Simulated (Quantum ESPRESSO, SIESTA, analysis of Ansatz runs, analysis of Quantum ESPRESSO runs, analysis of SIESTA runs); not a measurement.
# Levels of Mg_Al in AlN (P6_3mc), rung by rung (SIESTA and Quantum ESPRESSO), part 2 of 2

Question: at which Fermi levels does Mg_Al in AlN (P6_3mc) change its charge, and how much of the answer depends on the basis, the k-points and the program? The model is a cell of 72 host atoms with 1 Al taken out and 1 Mg put in.

SIESTA and Quantum ESPRESSO ; SIESTA numerical-orbital DFT, PBEsol, DZP basis, PseudoDojo 0.4.1 potentials converted to PSML; charged supercells in a uniform background, point-charge correction with alignment at far sites.

So far. Step 3 (Relaxing each charge state): Against the host's sites the lattice moves most at charge 0 (0.17 Å); the smallest move among the states is 0.14 Å. Step 4 (Corrections and levels): So at this level: (0/−1) at 0.23 eV (-0.01 without the correction), in a gap of 4.15 eV. Before or after the correction (0/−1) lies near a band edge or past it: the carrier may then sit in a band, where the correction doesn't apply, so this need not be the level of a bound state.

## Step 5: SIESTA, PBEsol, DZP, 2×2×2

The k-points change from one point at (¼, ¼, ¼) to 2×2×2 shifted by half a step on the same structures. A defect state disperses through its periodic images, and a carrier in a host band fills it differently at other k-points; both move the energies of the states that hold these electrons.

File defect.fdf:

```
SystemName                      MgAl35N36
SystemLabel                     defect
NumberOfSpecies                 3
NumberOfAtoms                   72
%block ChemicalSpeciesLabel
  1   13 Al
  2    7 N
  3   12 Mg
%endblock ChemicalSpeciesLabel
LatticeConstant                 1.0 Ang
%block LatticeVectors
     9.367059000    -0.000018000     0.000000000
    -4.683543000     8.112102000     0.000000000
     0.000000000     0.000000000    10.010830000
%endblock LatticeVectors
AtomicCoordinatesFormat         Fractional
%block AtomicCoordinatesAndAtomicSpecies
     0.221994581     0.111403554     0.249897661  1
     0.109328956     0.222875029     0.498976109  1
[... 8 atom lines left out ...]
     0.205332294     0.436802162     0.435872051  2
[... 21 atom lines left out ...]
     0.555686751     0.443725313     0.249811554  1
     0.443393922     0.555791209     0.498910480  3
     0.562034213     0.437494144     0.435773757  2
[... 4 atom lines left out ...]
     0.444108805     0.556021238     0.704572148  2
[... 2 atom lines left out ...]
     0.562400645     0.793567823     0.435624419  2
[... 28 atom lines left out ...]
     0.777634250     0.889184085     0.690550634  2
%endblock AtomicCoordinatesAndAtomicSpecies
%block kgrid.MonkhorstPack
    2   0   0  0.50
    0   2   0  0.50
    0   0   2  0.50
%endblock kgrid.MonkhorstPack
XC.Functional                   GGA
XC.Authors                      PBEsol
PAO.BasisSize                   DZP
PAO.EnergyShift                 0.005 Ry
Mesh.Cutoff                     300 Ry
NetCharge                       -1.0
OccupationFunction              FD
ElectronicTemperature           0.01 eV
MaxSCFIterations                150
SCF.MustConverge                true
SCF.Mixer.Method                Pulay
SCF.Mixer.Weight                0.2
SCF.Mixer.History               10
SCF.DM.Tolerance                1.0e-4
SCF.H.Tolerance                 1.0e-3 eV
WriteForces                     true
Charge.Mulliken                 end
SaveRho                         true
SaveElectrostaticPotential      true
Charge.Hirshfeld                end
Charge.Voronoi                  end
```

Run with:

```console
$ OMP_NUM_THREADS=1 siesta defect.fdf > defect.out
```

Run time: 15 min. Hardware: 1 MPI rank of Arm Neoverse V1, shared host; peak memory 1.8 GiB.

On the kept structures the largest force at this level is 0.18 eV/Å, so they are not at rest here, and a relaxation would lower the states by unlike amounts.

At charge 0 filled and empty levels, counted over both spins and all k-points, touch or overlap: the last carrier shares a level or a band, or the held moment keeps an electron of one spin above an empty level of the other.

By state, in eV; the first energy still holds the atoms taken out or put in:

```
charge  moment (μB)  energy over the host, electrons at the valence top  point-charge term  potential shift at far sites  its spread  correction
    −1            0                                            -1546.48              0.266                         0.027       0.022       0.239
     0            1                                            -1546.49              0.000                             -           -       0.000
```

Against the first level the gap goes from 4.15 to 4.15 eV, and the level that moves most, (0/−1), from 0.23 to 0.25 eV. Both gaps come from the dense mesh of the unit cell, so this step does not test the gap.

## Step 6: Quantum ESPRESSO, plane waves, PBEsol, k = ¼

The same functional and the same PseudoDojo potentials in plane waves, on the same structures: what changes is the basis alone.

File pw.in:

```
&CONTROL
  calculation = 'scf'
  prefix = 'pwscf'
  outdir = './tmp'
  pseudo_dir = './pseudo'
  tprnfor = .true.
  disk_io = 'low'
/
&SYSTEM
  ibrav = 0
  nat = 72
  ntyp = 3
  ecutwfc = 84
  nbnd = 152
  occupations = 'smearing'
  smearing = 'fd'
  degauss = 0.00073499
  tot_charge = -1
  nosym = .true.
/
&ELECTRONS
  conv_thr = 7d-08
  electron_maxstep = 100
  mixing_beta = 0.5
/
ATOMIC_SPECIES
Al    26.9815 Al.upf
N     14.0070 N.upf
Mg    24.3050 Mg.upf
CELL_PARAMETERS angstrom
   9.3670590000   -0.0000180000    0.0000000000
  -4.6835430000    8.1121020000    0.0000000000
   0.0000000000    0.0000000000   10.0108300000
ATOMIC_POSITIONS crystal
Al     0.2219945809    0.1114035543    0.2498976608
Al     0.1093289560    0.2228750289    0.4989761089
[... 8 atom lines left out ...]
N      0.2053322938    0.4368021625    0.4358720506
[... 21 atom lines left out ...]
Al     0.5556867514    0.4437253134    0.2498115541
Mg     0.4433939221    0.5557912094    0.4989104800
N      0.5620342130    0.4374941435    0.4357737570
[... 4 atom lines left out ...]
N      0.4441088046    0.5560212376    0.7045721484
[... 2 atom lines left out ...]
N      0.5624006448    0.7935678229    0.4356244188
[... 28 atom lines left out ...]
N      0.7776342499    0.8891840854    0.6905506337
K_POINTS crystal
1
0.25 0.25 0.25 1.0
```

File pp_potential.in:

```
&INPUTPP
  prefix = 'pwscf'
  outdir = './tmp'
  filplot = 'potential.dat'
  plot_num = 11
/
&PLOT
  nfile = 1
  filepp(1) = 'potential.dat'
  iflag = 3
  output_format = 6
  fileout = 'potential.cube'
/
```

Run with:

```console
$ OMP_NUM_THREADS=1 pw.x -in pw.in > pw.out
$ OMP_NUM_THREADS=1 pp.x -in pp_potential.in > pp_potential.out
```

Run time: 12 min. Hardware: 1 MPI rank; peak memory 2.2 GiB.

On the kept structures the largest force at this level is 0.16 eV/Å, so they are not at rest here, and a relaxation would lower the states by unlike amounts.

By state, in eV; the first energy still holds the atoms taken out or put in:

```
charge  moment (μB)  energy over the host, electrons at the valence top  point-charge term  potential shift at far sites  its spread  correction
    −1            0                                            -1547.15              0.266                         0.009       0.019       0.257
     0            1                                            -1547.14              0.000                             -           -       0.000
```

Against the first level the gap goes from 4.15 to 4.02 eV, and the level that moves most, (0/−1), from 0.23 to 0.25 eV; counted from the conduction bottom it moves by 0.15 eV, so it follows the valence band more closely, by this count alone (no common zero is set between the two levels of method).

## Step 7: Side by side

Gap and levels in eV, each above its own valence top, and the processor time of the defect runs (shared machines):

```
                             level of method   gap  (0/−1)           runs  core time
                  SIESTA, PBEsol, DZP, k = ¼  4.15    0.23    relaxations      4.5 h
                  SIESTA, PBEsol, DZP, 2×2×2  4.15    0.25  single points     58 min
Quantum ESPRESSO, plane waves, PBEsol, k = ¼  4.02    0.25  single points     47 min
```

Formation energies in eV with the Fermi level at the valence top and the elements as references, each run at its own level:

```
           level of method     0    −1
SIESTA, PBEsol, DZP, k = ¼  3.66  3.89
SIESTA, PBEsol, DZP, 2×2×2  3.62  3.87
```

## Step 8: What came out

| Item | Value |
| --- | --- |
| gap of the host (SIESTA, PBEsol) | 4.15 eV |
| largest difference in a level, orbitals against plane waves | 0.02 eV |
| difference in the gap, orbitals less plane waves | 0.13 eV |
| level (0/minus 1), SIESTA, PBEsol, DZP, k = ¼ | 0.23 eV above the valence top, near a band edge before or after the correction |
| level (0/minus 1), SIESTA, PBEsol, DZP, 2×2×2 | 0.25 eV above the valence top, near a band edge before or after the correction |

At the level trusted most (SIESTA, PBEsol, DZP, 2×2×2) the charge changes at 0.25 eV (0/−1) above the valence top, in a gap of 4.15 eV. Without the point-charge correction (0/−1) would lie near a band edge or past it, so the depth rests on a correction that holds for a bound carrier alone. At charge 0, 65 % of the majority spin on the atoms lies within 4 Å of the centre, against 39 % for an even spread over the atoms of the kind that holds most of it, between a bound and a band state. Orbitals and plane waves agree on the levels within 0.02 eV ((0/−1) differs most) and on the gap within 0.13 eV, so the orbital basis serves for these levels. The formation energy turns negative for some Fermi levels (Al-rich), which would push the Fermi level away from there. The formation energy turns negative for some Fermi levels (N-rich), which would push the Fermi level away from there. Only the charges −1 and 0 were placed; others may be stable too. Compounds of Mg with the host's elements are not counted; they lower the chemical potential of the dopant and raise these formation energies. Limits: PBEsol makes the gap too small and tends to spread out bound carriers; where a gas molecule sets a chemical potential or the host's formation energy, its binding is uncorrected.

[Logs are printed without paths, hosts, clocks, repeated set-up lines and the standing remarks that a program may print on its own settings, such as how far it seeks lower states.]

[Hosts, paths, dates, database ids (printed as entryN), source tags and the programs' standing remarks are cut or masked in the printed files.]

[For some hosts the program warned that the k-mesh of the response run may be too coarse for force constants and the static dielectric constant; such warnings are not shown here.]

[Charge tables in the logs are Mulliken or Hirshfeld populations, whose sizes and signs can differ; where basis functions stand at a vacancy, SIESTA counts their charge against the missing atom's valence.]

[In relaxation paths of CP2K, step 0 can be the structure after the first move, since the trajectory file begins there, and the last row can be the final structure solved once more.]
